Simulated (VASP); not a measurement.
Runs of VASP 6.6.1 on InPd. The structure is cubic, space group Pm-3m (No. 221). The conventional cell has a = 3.272 Å, b = 3.272 Å, c = 3.272 Å, α = 90.00°, β = 90.00°, γ = 90.00°. Around In (site symmetry m-3m) lie 8 Pd at 2.83 Å. Pd (site symmetry m-3m) is surrounded by 8 In at 2.83 Å. The cell comes from a database or a generator and needn't be the stable form of this composition.

```csv
task,level,smearing,pressure (GPa)
band structure,MS2,fermi-dirac 0.05 eV,-2.8
band structure,TPSS,fermi-dirac 0.05 eV,-0.5
band structure,revTPSS,fermi-dirac 0.05 eV,-3.1
single point,PBE,gaussian 0.012 eV,(a)
```

Alike in all rows: potentials or basis VASP PAW PBE potentials, release 64 (In_d, Pd); no spin polarisation; cell as given; k mesh 8 × 8 × 8; cutoff (eV) 520.

Q: Estimate the missing entries.

A: (a) 3.8.

Caveats: the PAW data sets were made with another functional, which shifts forces and pressure a little (some runs).
